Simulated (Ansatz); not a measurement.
# In2SbAs: a single-point run

The task is a single-point run on In2SbAs. The structure is shown as the input types it. The cell is built on a prototype (ordering on zincblende) and needn't be the phase found in nature.

Program: Ansatz 0.2.0. Level of theory: density functional or hybrid calculation with the settings of its input, plane waves (as first typed). These are calculated values, not measurements.

6 further runs of the same task are left out: 6 that didn't finish.

## Step 1: The system as given

Symmetry: P-4m2, No. 115, tetragonal system. The conventional cell has a = 4.482 Å, b = 4.482 Å, c = 6.333 Å, α = 90.00°, β = 90.00°, γ = 90.00°. As (site symmetry -4m2) is surrounded by 4 In at 2.68 Å. Around In (site symmetry 2mm) lie 2 As at 2.68 Å and 2 Sb at 2.81 Å. Sb (site symmetry -4m2) has 4 In at 2.81 Å as nearest neighbours.

As a file:

```
CELL_PARAMETERS angstrom
4.48242 0.00000 0.00000
0.00000 4.48242 0.00000
0.00000 0.00000 6.33312
ATOMIC_POSITIONS crystal
As 0.00000 0.00000 0.00000
In 0.00000 0.50000 0.76687
Sb 0.50000 0.50000 0.50000
In 0.50000 0.00000 0.23313
```

## Step 2: The calculation

Contents of input.yaml:

```yaml
crystal:
  lattice:
    - [4.4824182406, 0.0, 0.0]
    - [0.0, 4.4824182406, 0.0]
    - [0.0, 0.0, 6.3331213927]
  atoms:
    - { symbol: As, position: [0.0, 0.0, 0.0] }
    - { symbol: In, position: [0.0, 0.5, 0.7668656609] }
    - { symbol: Sb, position: [0.5, 0.5, 0.5] }
    - { symbol: In, position: [0.5, 0.0, 0.2331343391] }
kpoints:
  mp_grid: { grid: [4, 4, 4] }
hamiltonian:
  xc: pbe
scf:
  occupations: { method: gaussian, width: 1.5 }
  n_extra_bands: 5
output:
  forces: true
  stress: true
  eigenvalues: true
```

Run with:

```sh
$ ansatz run input.yaml --threads 4 --pin off --max-ram 3686MiB --backend cpu --events-out ev --progress --plain --runs-dir out
```

What happens when this is run?

This run ends as converged. Convergence says nothing about whether the input makes sense.

Look at the input: scf.occupations.method is gaussian; scf.occupations.width is 1.5. A smearing of this width stands for electrons at many thousands of kelvin; it empties bonding states and fills antibonding ones.

Run again and compare: set scf.occupations.method to fermi_dirac and scf.occupations.width to 0.02.
